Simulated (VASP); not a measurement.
```
InN
1.0
    0.00000     2.52261     2.52261
    2.52261     0.00000     2.52261
    2.52261     2.52261     0.00000
In N
1 1
Direct
  0.00000   0.00000   0.00000
  0.25000   0.25000   0.25000
```

Level of theory: modified Becke-Johnson potential (mBJ) with spin-orbit coupling, VASP's PBE PAW potentials (set 64) (plane waves; VASP 6.6.1). Numerical set-up: 450 eV cut-off, 6×6×6 Γ-centred mesh, Gaussian smearing of 0.050 eV, potentials In_d N.

mBJ is a potential without an energy functional, so only the levels count.

Task: Give the energies of bands 13 to 20 at the high-symmetry points, in eV from the valence-band maximum.

Result: 
```csv
band,Γ,X,U,L,W
13,0.00,-4.43,-4.32,-5.10,-4.21
14,0.00,-4.43,-4.30,-5.10,-4.21
15,0.00,-2.05,-2.97,-0.76,-2.64
16,0.00,-2.05,-2.87,-0.76,-2.51
17,0.00,-1.96,-1.61,-0.73,-2.49
18,0.00,-1.96,-1.60,-0.73,-2.45
19,0.53,3.95,5.29,4.10,6.10
20,0.53,3.95,5.29,4.10,6.14
```

The gap is direct, 0.53 eV, from the valence maximum at Γ to the conduction minimum at Γ.

The compound is InN in the zinc blende structure, a metastable form; wurtzite is the usual one. It was relaxed first. The cell's shape comes from a PBE relaxation.
